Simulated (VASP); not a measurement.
This VASP 6.6.1 run on Mg needs a look.

Contents of INCAR:

```
PREC     = Accurate       # precision mode
ENCUT    = 520            # plane-wave cutoff, eV
EDIFF    = 1E-6           # SCF threshold, eV
ISMEAR   = -5             # smearing method
SIGMA    = 0.05           # smearing width, eV
LREAL    = F              # projectors in reciprocal space
LASPH    = T              # aspherical terms in the spheres
NELM     = 96             # most SCF steps
ALGO     = Normal         # electronic algorithm
ISIF     = 2              # what is computed and relaxed
LWAVE    = F              # write WAVECAR
LCHARG   = F              # write CHGCAR
GGA      = PE             # functional
LHFCALC  = T              # exact exchange
AEXX     = 0.25           # exact-exchange fraction
PRECFOCK = Fast         
IVDW     = 13             # dispersion correction
NBANDS   = 7              # bands
```

Contents of KPOINTS:

```
Automatic mesh
0
Gamma
  2 1 1
```

POSCAR

```
Mg
1.0
   -1.7727644967      1.7727644967      1.7727644967
    1.7727644967     -1.7727644967      1.7727644967
    1.7727644967      1.7727644967     -1.7727644967
Mg
1
Cartesian
    0.0000000000      0.0000000000      0.0000000000
```

The input KPOINTS_OPT:

```
path GHNGPH,PN
8
line-mode
reciprocal
 0.0000000000  0.0000000000  0.0000000000  G
 0.5000000000 -0.5000000000  0.5000000000  H

 0.5000000000 -0.5000000000  0.5000000000  H
 0.0000000000  0.0000000000  0.5000000000  N

 0.0000000000  0.0000000000  0.5000000000  N
 0.0000000000  0.0000000000  0.0000000000  G

 0.0000000000  0.0000000000  0.0000000000  G
 0.2500000000  0.2500000000  0.2500000000  P

 0.2500000000  0.2500000000  0.2500000000  P
 0.5000000000 -0.5000000000  0.5000000000  H

 0.2500000000  0.2500000000  0.2500000000  P
 0.0000000000  0.0000000000  0.5000000000  N
```

Potentials or basis: VASP PAW PBE potentials, release 64 (Mg).

Launch:

```sh
$ cat potpaw_PBE.64/Mg/POTCAR > POTCAR
$ mpirun -np 1 vasp_std > vasp.out
```

OUTCAR:

```text
PREC = Accurate
   ENCUT = 520
   EDIFF = 1E-6
   ISMEAR = -5
   LREAL = F
   LASPH = T
   NELM = 96
   ISIF = 2
   GGA = PE
   LHFCALC = T
[... 114 lines left out ...]
|     EEEEEEE  RRRRRR   RRRRRR   OOOOOOO  RRRRRR      ###     ###     ###     |
|     E        R     R  R     R  O     O  R     R     ###     ###     ###     |
|     E        R     R  R     R  O     O  R     R     ###     ###     ###     |
|     EEEEE    RRRRRR   RRRRRR   O     O  RRRRRR       #       #       #      |
|     E        R   R    R   R    O     O  R   R                               |
|     E        R    R   R    R   O     O  R    R      ###     ###     ###     |
|     EEEEEEE  R     R  R     R  OOOOOOO  R     R     ###     ###     ###     |
|                                                                             |
|     IBZKPT: tetrahedron method fails for NKPT<4. NKPT = 2                   |
|                                                                             |
|       ---->  I REFUSE TO CONTINUE WITH THIS SICK JOB ... BYE!!! <----       |
|                                                                             |
 -----------------------------------------------------------------------------
```

On the terminal:

```text
POSCAR found type information on POSCAR Mg
 POSCAR found :  1 types and       1 ions
[... 36 lines left out ...]

1
```

Question: How did it end, and where is the flaw?

Answer: The input was rejected before any iteration. The input holds a flaw that was put in on purpose: tetrahedra on too few k points (ISMEAR = -5; k = 2 × 1 × 1).
